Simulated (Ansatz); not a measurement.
Au under changes of volume

One of the cells (16.855 Å³/atom); the others are scaled copies at fixed shape and fractional positions:

```
Au
1.0
     0.00000    2.03500    2.03500
     2.03500    0.00000    2.03500
     2.03500    2.03500    0.00000
Au
1
Direct
  0.00000 0.00000 0.00000
```

| Property | Result |
| --- | --- |
| Program | Ansatz 0.2.0 |
| Functional | HSE06 |
| Potentials or basis | Ansatz PAW |
| Cutoff | 420 eV (not typed: the program's choice for these potentials) |
| k mesh | 6 × 6 × 6 |
| Occupations | fermi-dirac, width 0.05 eV |
| Spin | no spin polarisation |

```csv
volume (Å³/atom),energy over the lowest point (meV/atom),pressure (GPa)
15.843,?,?
16.181,73.44,17.2
16.518,42.34,12.5
16.855,20.46,8.4
17.192,6.76,4.7
17.529,0.16,1.5
17.866,0.00,-1.3
```

**Question.** What does the run at 15.843 Å³/atom give?

**Answer.** Energy over the lowest point 115.32 meV/atom; pressure 22.6 GPa.

Worked out: A Birch-Murnaghan fit of order 3 (a polynomial in V^(-2/3)) to the other rows has its minimum at 17.71 Å³/atom with B0 = V·E''(V) = 148 GPa and B' = 5.5. It gives 115.10 meV/atom at 15.843 Å³/atom, against the run's 115.32, and -dE/dV = 22.5 GPa, against 22.6.

Energies are extrapolated to zero smearing.

Caveats: all runs use coarse meshes; the PAW data sets come from PBE, with cores solved anew for the run's functional, which leaves a small shift of forces and pressure; the thresholds are loose for stress.
